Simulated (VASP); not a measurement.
Se, 3 atoms in the cell. It takes space group P3_121 (No. 152, trigonal). The conventional cell has a = 4.366 Å, b = 4.366 Å, c = 4.954 Å, α = 90.00°, β = 90.00°, γ = 120.00°. Se (site symmetry 2) has 2 Se at 2.37 Å as nearest neighbours. 

```yaml
Program: VASP 6.6.1
Task: relaxation of cell and atoms
Functional: LDA
Potentials_or_basis: VASP PAW LDA potentials, release 64 (Se)
Cutoff: 600 eV
k_mesh: 9 × 9 × 6
Occupations: gaussian, width 0.03 eV
Spin: no spin polarisation
Further_INCAR_settings: ALGO = Normal; EDIFF = 1e-06; IBRION = 2; EDIFFG = -0.01; NSW = 90; ISIF = 3
```

Potentials or basis: VASP PAW LDA potentials, release 64 (Se).

Command:

```sh
$ cat potpaw_LDA.64/Se/POTCAR > POTCAR
$ mpirun -np 1 vasp_std > vasp.out
```

Hardware: 1 thread of Intel(R) Xeon(R) 6975P-C (Granite Rapids), on a shared host.

**Question.** How long does it take, and how much memory?

**Answer.** Run time: 3.1 min on 1 thread of Intel(R) Xeon(R) 6975P-C (Granite Rapids), on a shared host, peak memory 0.23 GiB. Counts: scf iterations 110, k points 62, ion steps 17.
